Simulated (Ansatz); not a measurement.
# BN: the cost of one run

Method: DFT PBE+D3(BJ), scalar-relativistic, plane waves, PAW, in Ansatz 0.2.0.

The COD entry's cell or inner coordinates are ideal or old and differ from later refinements, so a difference from it is no clean test against experiment.

That is the level of the relaxation; later steps name their own.

5 further runs of the same task are left out: 5 set aside as unsound or not needed.

## (1) The system as given

Symmetry: P6_3/mmc, No. 194, hexagonal system. Conventional cell: a = 2.506 Å, b = 2.506 Å, c = 6.614 Å, α = 90.00°, β = 90.00°, γ = 120.00°. B (site symmetry -6m2) has 3 N at 1.45 Å as nearest neighbours. N (site symmetry -6m2) has 3 B at 1.45 Å as nearest neighbours.

As a file:

```xyz
4
Lattice="2.5064 0.0000 0.0000 -1.2532 2.1706 0.0000 0.0000 0.0000 6.6141" Properties=species:S:1:pos:R:3 pbc="T T T"
B     0.0000    1.4471    1.6535
B     1.2532    0.7235    4.9606
N     0.0000    1.4471    4.9606
N     1.2532    0.7235    1.6535
```

This cell was relaxed beforehand with the same method: volume 9.00 Å³/atom, gap on the mesh 4.27 eV.

## (2) Band edges over the whole zone

The input, input.yaml:

```yaml
crystal:
  lattice:
    - [2.5064254177, 0.0, 0.0]
    - [-1.2532127088, 2.1706280844, 0.0]
    - [0.0, 0.0, 6.6141239338]
  atoms:
    - { symbol: B, position: [0.3333333333, 0.6666666667, 0.25] }
    - { symbol: B, position: [0.6666666667, 0.3333333333, 0.75] }
    - { symbol: "N", position: [0.3333333333, 0.6666666667, 0.75] }
    - { symbol: "N", position: [0.6666666667, 0.3333333333, 0.25] }
basis:
  ecutwfc: 420
kpoints:
  mp_grid: { grid: [12, 12, 4] }
  band_path: { path: [VBM, CBM], npoints: 2 }
hamiltonian:
  xc: pbe
  dispersion: d3bj
scf:
  occupations: { method: gaussian, width: 0.02 }
output:
  forces: true
  stress: true
  eigenvalues: true
```

Command:

```bash
$ ansatz run input.yaml --threads 1 --pin off --max-ram 2560MiB --backend cpu --events-out ev --progress --plain --runs-dir out
```

Q: Estimate wall time and peak memory on 1 thread of AMD EPYC (Zen 3), shared host.

About 10 s, with a peak of 0.32 GiB.
